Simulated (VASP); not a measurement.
# Mo (Im-3m) in VASP: further runs

One crystal, Mo, is run at these levels: PBE+D3(BJ); tasks: relaxation of the atoms.

Program: VASP 6.6.1. These are calculated values, not measurements. Logs are shortened: lines on timing, memory, paths and dates and some standing lists are left out, and cuts for length are marked.

### 1 The undisturbed crystal

Symmetry: Im-3m, No. 229, cubic system. Conventional cell: a = 3.147 Å, b = 3.147 Å, c = 3.147 Å, α = 90.00°, β = 90.00°, γ = 90.00°. Mo (site symmetry m-3m) is surrounded by 8 Mo at 2.73 Å.

### 2 Relaxation of the atoms, PBE+D3(BJ) (a relaxed cell with its volume scaled by 0.94)

File INCAR:

```
  PREC = Accurate
  ENCUT = 600
  EDIFF = 1E-7
  ISMEAR = 1
  SIGMA = 0.1
  LREAL = F
  LASPH = T
  NELM = 80
  ALGO = Fast
  ISIF = 2
  LWAVE = F
  LCHARG = F
  GGA = PE
  IVDW = 12
  IBRION = 2
  NSW = 40
  EDIFFG = -0.01
```

File KPOINTS:

```
regular mesh
0
Gamma
  16 16 16
```

File POSCAR:

```
Mo                                      
1.0
   -1.5337914752      1.5337914752      1.5337914752
    1.5337914752     -1.5337914752      1.5337914752
    1.5337914752      1.5337914752     -1.5337914752
  Mo            
     1
Direct
     0.0000000000000000    0.0000000000000000    0.0000000000000000
```

Potentials or basis: VASP PAW PBE potentials, release 64 (Mo_sv).

Command:

```sh
$ cat potpaw_PBE.64/Mo_sv/POTCAR > POTCAR
$ mpirun -np 1 vasp_std > vasp.out
```

OUTCAR:

```text
PREC = Accurate
   ENCUT = 600
   EDIFF = 1E-7
   ISMEAR = 1
   LREAL = F
   LASPH = T
   NELM = 80
   ISIF = 2
   GGA = PE
   IVDW = 12
   IBRION = 2
   NSW = 40
   EDIFFG = -0.01
 IVDW          = 12

 ion  position               nearest neighbor table
   1  0.000  0.000  0.000-

  LATTYP: Found a body centered cubic cell.
 ALAT       =     3.0675829504

  Lattice vectors:

 A1 = (  -1.5337914752,   1.5337914752,   1.5337914752)
 A2 = (   1.5337914752,  -1.5337914752,   1.5337914752)
 A3 = (   1.5337914752,   1.5337914752,  -1.5337914752)

Analysis of symmetry for initial positions (statically):
=====================================================================
 Subroutine PRICEL returns:
 Original cell was already a primitive cell.

 Routine SETGRP: Setting up the symmetry group for a
 body centered cubic supercell.

 Subroutine GETGRP returns: Found 48 space group operations
 (whereof 48 operations were pure point group operations)
 out of a pool of 48 trial point group operations.

The static configuration has the point symmetry O_h .

Analysis of symmetry for dynamics (positions and initial velocities):
=====================================================================
 Subroutine PRICEL returns:
 Original cell was already a primitive cell.

 Routine SETGRP: Setting up the symmetry group for a
 body centered cubic supercell.

 Subroutine GETGRP returns: Found 48 space group operations
 (whereof 48 operations were pure point group operations)
 out of a pool of 48 trial point group operations.

The dynamic configuration has the point symmetry O_h .

 Subroutine INISYM returns: Found 48 space group operations
 (whereof 48 operations are pure point group operations),
 and found     1 'primitive' translations

----------------------------------------------------------------------------------------

                                     Primitive cell

  volume of cell :      14.4331

  direct lattice vectors                    reciprocal lattice vectors
    -1.533791475  1.533791475  1.533791475     0.000000000  0.325989555  0.325989555
     1.533791475 -1.533791475  1.533791475     0.325989555  0.000000000  0.325989555
     1.533791475  1.533791475 -1.533791475     0.325989555  0.325989555  0.000000000

  length of vectors
     2.656604763  2.656604763  2.656604763     0.461018849  0.461018849  0.461018849

  position of ions in fractional coordinates (direct lattice)
     0.000000000  0.000000000  0.000000000

  ion indices of the primitive-cell ions
   primitive index   ion index
                 1           1

----------------------------------------------------------------------------------------

 KPOINTS: regular mesh

Automatic generation of k-mesh.
 Grid dimensions read from file:
 generate k-points for:   16   16   16

 Generating k-lattice:

  Cartesian coordinates                     Fractional coordinates (reciprocal lattice)
     0.000000000  0.020374347  0.020374347     0.062500000  0.000000000  0.000000000
     0.020374347  0.000000000  0.020374347     0.000000000  0.062500000  0.000000000
     0.020374347  0.020374347  0.000000000     0.000000000  0.000000000  0.062500000

  Length of vectors
     0.028813678  0.028813678  0.028813678

  Shift w.r.t. Gamma in fractional coordinates (k-lattice)
     0.000000000  0.000000000  0.000000000

 Subroutine IBZKPT returns following result:
 ===========================================

 Found    145 irreducible k-points:

 Following reciprocal coordinates:
            Coordinates               Weight
  0.000000  0.000000  0.000000      1.000000
  0.062500  0.000000  0.000000     12.000000
  0.125000  0.000000  0.000000     12.000000
  0.187500  0.000000  0.000000     12.000000
  0.250000  0.000000  0.000000     12.000000
  0.312500  0.000000  0.000000     12.000000
[... 16 lines left out ...]
  0.187500  0.187500  0.000000     24.000000
  0.250000  0.187500  0.000000     48.000000
 [... further k-points ...]
   k-points           NKPTS =    145   k-points in BZ     NKDIM =    145   number of bands    NBANDS=     11
   number of dos      NEDOS =    301   number of ions     NIONS =      1
   total plane-waves  NPLWV =  13824
   dimension x,y,z NGX =    24 NGY =   24 NGZ =   24
   dimension x,y,z NGXF=    48 NGYF=   48 NGZF=   48
   ions per type =               1
   NGX,Y,Z   is equivalent  to a cutoff of  15.02, 15.02, 15.02 a.u.
   NGXF,Y,Z  is equivalent  to a cutoff of  30.04, 30.04, 30.04 a.u.
 SYSTEM =  unknown system
   PREC   = accura    normal or accurate (medium, high low for compatibility)
   ISTART =      0    job   : 0-new  1-cont  2-samecut
   ICHARG =      2    charge: 1-file 2-atom 10-const
   ISPIN  =      1    spin polarized calculation?
   LNONCOLLINEAR =      F non collinear calculations
   LSORBIT =      F    spin-orbit coupling
   LASPH  =      T    aspherical Exc in radial PAW
   ENCUT  =  600.0 eV  44.10 Ry    6.64 a.u.   5.31  5.31  5.31*2*pi/ulx,y,z
   NELM   =     80;   NELMIN=  2; NELMDL= -5     # of ELM steps
   EDIFF  = 0.1E-06   stopping-criterion for ELM
   LREAL  =      F    real-space projection
   EDIFFG = -.1E-01   stopping-criterion for IOM
   NSW    =     40    number of steps for IOM
   IBRION =      2    ionic relax: 0-MD 1-quasi-New 2-CG
   NFREE  =      1    steps in history (QN), initial steepest desc. (CG)
   ISIF   =      2    stress and relaxation
   ISYM   =      2    0-nonsym 1-usesym 2-fastsym
   POTIM  = 0.5000    time-step for ionic-motion
   TEBEG  =    0.0;   TEEND  =   0.0 temperature during run
   PSTRESS=    0.0 pullay stress
   NELECT =      14.0000    total number of electrons
   NUPDOWN=      -1.0000    fix difference up-down
   EMIN   =  10.00;   EMAX   =-10.00  energy-range for DOS
   EFERMI =   0.00;   METHOD = LEGACY
   ISMEAR =     1;   SIGMA  =   0.10  broadening in eV -4-tet -1-fermi 0-gaus
   EFERMI_NEDOS =   21; number of points for ismear=-14 and -15
   IALGO  =     68    algorithm
   IMIX   =      4    mixing-type and parameters
     AMIX     =   0.40;   BMIX     =  1.00
     AMIX_MAG =   1.60;   BMIX_MAG =  1.00
  volume/ion in A,a.u.               =      14.43        97.40
  Fermi-wavevector in a.u.,A,eV,Ry     =   1.620558  3.062410 35.731724  2.626208
  Thomas-Fermi vector in A             =   2.714477
   LORBIT       =      0    0 simple, 1 ext, 2 COOP (PROOUT), +10 PAW based schemes
   GGA     = PE    functional components
   LHFCALC =     F    Hartree Fock is set to
   AEXX    =    0.0000 exact exchange contribution
   IVDW    =    12    specifies the selected vdW correction
   LEPSILON=     F    determine dielectric tensor
   LRPA    =     F    only Hartree local field effects (RPA)
 conjugate gradient relaxation of ions
 non-spin polarized calculation
 RMM-DIIS sequential band-by-band and
 Methfessel and Paxton  Order N= 1 SIGMA  =   0.10
  energy-cutoff  :      600.00
  volume of cell :       14.43
 maximum number of plane-waves:       496
 NGX is ok and might be reduce to    24
   NGX = 11   NGY = 11   NGZ = 11

 number of electron      13.9999999 magnetization

 Free energy of the ion-electron system (eV)
  ---------------------------------------------------
  ext. energy  EPLUGINS =         0.00000000
  ---------------------------------------------------
  free energy    TOTEN  =       -10.82573553 eV

  energy without entropy =      -10.82566913  energy(sigma->0) =      -10.82571340

 E-fermi :  13.9612     XC(G=0): -13.8449

 val. band max:       13.9458589234   @ k =   0.3750   0.1250   0.0625
 cond. band min:      13.9655852107   @ k =  -0.2500   0.3750   0.1250
 fundamental gap:      0.0197262873
 Fermi energy:        13.9611943869

 k-point     1 :       0.0000    0.0000    0.0000
  band No.  band energies     occupation
      1     -47.3790      2.00000
      2     -20.4357      2.00000
      3     -20.4357      2.00000
      4     -20.4357      2.00000
      5       6.4439      2.00000
      6      12.3974      2.00000
      7      12.3974      2.00000
      8      12.3974      2.00000
      9      15.7296     -0.00000
     10      15.7296     -0.00000
     11      28.8590      0.00000

 k-point     2 :       0.0625    0.0000    0.0000
  band No.  band energies     occupation
      1     -47.3655      2.00000
      2     -20.5099      2.00000
      3     -20.4582      2.00000
      4     -20.4364      2.00000
      5       6.6337      2.00000
      6      12.2863      2.00000
      7      12.3786      2.00000
      8      12.5781      2.00000
      9      15.5602     -0.00000
     10      15.7310     -0.00000
     11      29.0310      0.00000

 k-point     3 :       0.1250    0.0000    0.0000
  band No.  band energies     occupation
      1     -47.3271      2.00000
      2     -20.7178      2.00000
      3     -20.5217      2.00000
      4     -20.4385      2.00000
      5       7.1615      2.00000
      6      11.9849      2.00000
      7      12.2945      2.00000
      8      13.1109      2.00000
      9      15.2265     -0.00000
     10      15.7457     -0.00000
     11      29.3610      0.00000

 k-point     4 :       0.1875    0.0000    0.0000
  band No.  band energies     occupation
      1     -47.2690      2.00000
      2     -21.0214      2.00000
      3     -20.6154      2.00000
      4     -20.4416      2.00000
      5       7.8780      2.00000
      6      11.5693      2.00000
      7      12.1581      2.00000
      8      13.9667      0.90723
      9      15.0479     -0.00000
     10      15.7976     -0.00000
     11      29.5406      0.00000
[... 239 lines left out ...]
 k-point    22 :       0.4375    0.1250    0.0000
  band No.  band energies     occupation
      1     -47.0016      2.00000
      2     -22.1447      2.00000
      3     -21.0950      2.00000
      4     -20.5496      2.00000
      5       8.5952      2.00000
      6      10.2950      2.00000
      7      14.1148     -0.05208
      8      15.6342     -0.00000
      9      17.1482      0.00000
     10      20.5878      0.00000
     11      26.4420      0.00000

 k-point    23 :       0.1875    0.1875    0.0000
  band No.  band energies     occupation
      1     -47.1135      2.00000
      2     -21.6657      2.00000
      3     -20.8699      2.00000
      4     -20.5690      2.00000
      5       9.3797      2.00000
      6      10.9335      2.00000
      7      11.5724      2.00000
      8      14.8365     -0.00000
      9      16.4735      0.00000
     10      17.4860      0.00000
     11      28.9897      0.00000

 k-point    24 :       0.2500    0.1875    0.0000
  band No.  band energies     occupation
      1     -47.0579      2.00000
      2     -21.8449      2.00000
      3     -21.0200      2.00000
      4     -20.5932      2.00000
      5       9.4265      2.00000
      6      10.6877      2.00000
      7      12.0650      2.00000
      8      15.0993     -0.00000
      9      16.6335      0.00000
     10      19.1025      0.00000
     11      27.9232      0.00000

 [... further k-points ...]

------------------------ aborting loop because EDIFF is reached ----------------------------------------

 Edisp (eV)   -0.77595

 E8    (eV) :    -0.3662

  FORCE on cell =-STRESS in cart. coord.  units (eV):
  Direction    XX          YY          ZZ          XY          YZ          ZX
  --------------------------------------------------------------------------------------
  -------------------------------------------------------------------------------------
  Total       1.76516     1.76516     1.76516     0.00000     0.00000     0.00000
  in kB     195.94622   195.94622   195.94622     0.00000     0.00000     0.00000
  external pressure =      195.95 kB  Pullay stress =        0.00 kB

 VOLUME and BASIS-vectors are now :
 -----------------------------------------------------------------------------
  energy-cutoff  :      600.00
  volume of cell :       14.43
      direct lattice vectors                 reciprocal lattice vectors
    -1.533791475  1.533791475  1.533791475     0.000000000  0.325989555  0.325989555
     1.533791475 -1.533791475  1.533791475     0.325989555  0.000000000  0.325989555
     1.533791475  1.533791475 -1.533791475     0.325989555  0.325989555  0.000000000

 POSITION                                       TOTAL-FORCE (eV/Angst)
 -----------------------------------------------------------------------------------
      0.00000      0.00000      0.00000        -0.000000      0.000000     -0.000000
 -----------------------------------------------------------------------------------
    total drift:                                0.000000      0.000000      0.000000

  FREE ENERGIE OF THE ION-ELECTRON SYSTEM (eV)
  ---------------------------------------------------
  free  energy   TOTEN  =       -11.6016840489 eV

  energy  without entropy=      -11.6016176493  energy(sigma->0) =      -11.60166192

 reached required accuracy - stopping structural energy minimisation
```

Run time: 30 s. Hardware: 1 thread of Intel Xeon Platinum 8488C (Sapphire Rapids), shared host; peak memory 0.16 GiB.

What came out:

| Quantity | Value |
| --- | --- |
| Free energy | -11.6017 eV |
| Pressure after relaxing | 19.6 GPa |
| Band gap on the k mesh | none (metal or under the smearing width) |
| Dispersion energy per atom | -0.776 eV |

Final structure:
```xyz
1
Lattice="-1.5338 1.5338 1.5338 1.5338 -1.5338 1.5338 1.5338 1.5338 -1.5338" Properties=species:S:1:pos:R:3 pbc="T T T"
Mo    0.0000    0.0000    0.0000
```

Levels at points of the mesh, in eV from the Fermi level:
```tsv
k point	band 3	band 4	band 5	band 6	band 7	band 8	band 9	band 10	band 11
(0.00, 0.00, 0.00)	-34.40	-34.40	-7.52	-1.56	-1.56	-1.56	1.77	1.77	14.90
(0.50, 0.00, 0.00)	-34.96	-34.42	-5.86	-3.84	1.85	1.93	2.55	5.30	12.07
(0.50, 0.50, 0.50)	-35.62	-35.62	-6.13	-6.13	4.42	4.42	4.42	9.68	9.68
```

Caveat: the relaxation stopped at its first step, so nothing moved; pairwise dispersion overbinds metals, which lowers pressure and volume.

### 3 Relaxation of the atoms, PBE+D3(BJ) (a relaxed cell with its volume scaled by 0.96)

INCAR is that of step 2.

KPOINTS is that of step 2.

File POSCAR:

```
Mo                                      
1.0
   -1.5445931795      1.5445931795      1.5445931795
    1.5445931795     -1.5445931795      1.5445931795
    1.5445931795      1.5445931795     -1.5445931795
  Mo            
     1
Direct
     0.0000000000000000    0.0000000000000000    0.0000000000000000
```

Potentials or basis: VASP PAW PBE potentials, release 64 (Mo_sv).

Command:

```sh
$ cat potpaw_PBE.64/Mo_sv/POTCAR > POTCAR
$ mpirun -np 1 vasp_std > vasp.out
```

Wall time 31 s (1 thread of Intel Xeon Platinum 8488C (Sapphire Rapids), shared host); peak memory 0.16 GiB.

It converged, with:

```yaml
Free_energy: -11.6326 eV
Pressure_after_relaxing: 12.4 GPa
Band_gap_on_the_k_mesh: none (metal or under the smearing width)
Dispersion_energy_per_atom: -0.759 eV
```

Final structure:
```xyz
1
Lattice="-1.5446 1.5446 1.5446 1.5446 -1.5446 1.5446 1.5446 1.5446 -1.5446" Properties=species:S:1:pos:R:3 pbc="T T T"
Mo    0.0000    0.0000    0.0000
```

Levels at points of the mesh, in eV from the Fermi level:
```tsv
k point	band 3	band 4	band 5	band 6	band 7	band 8	band 9	band 10	band 11
(0.00, 0.00, 0.00)	-34.44	-34.44	-7.45	-1.51	-1.51	-1.51	1.74	1.74	14.88
(0.50, 0.00, 0.00)	-34.97	-34.45	-5.72	-3.72	1.81	1.84	2.49	5.15	12.05
(0.50, 0.50, 0.50)	-35.59	-35.59	-5.94	-5.94	4.30	4.30	4.30	9.51	9.51
```

Caveat: the relaxation stopped at its first step, so nothing moved; pairwise dispersion overbinds metals, which lowers pressure and volume.
